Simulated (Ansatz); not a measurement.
## Levels of theory on RbCl (rocksalt start)

The compound was started in one structure type and brought to zero pressure at each level (plane-wave PAW code Ansatz, Gaussian smearing of 0.05 eV, scalar-relativistic unless SOC, spin–orbit coupling, is named).

Whether the compound forms in this structure isn't claimed.

The cell at PBEsol (neighbours within 15 % of each site's shortest distance, so a longer bond may be listed from one end only): The structure is cubic, space group Fm-3m (No. 225). The conventional cell has a = 6.543 Å, b = 6.543 Å, c = 6.543 Å, α = 90.00°, β = 90.00°, γ = 90.00°. Rb (site symmetry m-3m) is surrounded by 6 Cl at 3.27 Å. Around Cl (site symmetry m-3m) lie 6 Rb at 3.27 Å.

| level | cutoff (eV) | k-mesh | final group | a (Å) | V (Å³/atom) | gap (eV) | B0 (GPa) | E_f (eV/atom) |
| --- | --- | --- | --- | --- | --- | --- | --- | --- |
| PBEsol | 420 | 8×8×8 | Fm-3m | 6.543 | 35.02 | 4.90 | 17 | -1.99 |
| PBE | 420 | 10×10×10 | Fm-3m | 6.699 | 37.58 | 4.84 | 14 | -1.99 |

Task: Predict the results of r²SCAN (500 eV, 6×6×6 mesh).

Result: final group Fm-3m, a (Å) 6.615, V (Å³/atom) 36.18, gap (eV) 5.55, B0 (GPa) 17, E_f (eV/atom) -2.23.

Volumes against PBE: PBEsol −6.8 %, r²SCAN −3.7 %. PBEsol < PBE is the usual order of volumes: a stronger gradient correction lowers the energy of inhomogeneous, expanded densities and so lengthens the bonds (here 2.4 % in length from PBEsol to PBE, a third of the change in volume). Of these two, the larger cell is the softer: stretching the PBEsol crystal to the PBE volume along its own (Murnaghan) curve would take its modulus to B0 (V0/V)^B0′ = 17 × (35.02/37.58)^5.2 = 12 GPa, against 14 GPa found, so volume alone would soften it more than is found. r²SCAN widens the gap by 0.72 eV over PBE, as meta-GGAs in the generalised Kohn–Sham scheme often do. The formation energy spans 0.24 eV/atom over the functionals (r²SCAN lowest, PBEsol and PBE highest); the spread holds the functional's effect on the elements as well as on the compound.

The PAW datasets are PBE ones. Gaps are (generalised) Kohn–Sham gaps. E_f is the formation energy from the elements run alike, at 0 K, without zero-point energy or any correction for the binding of gas molecules; it is good to about 0.01 eV/atom as a calculation.

All runs used the PAW datasets of the set soft_2.
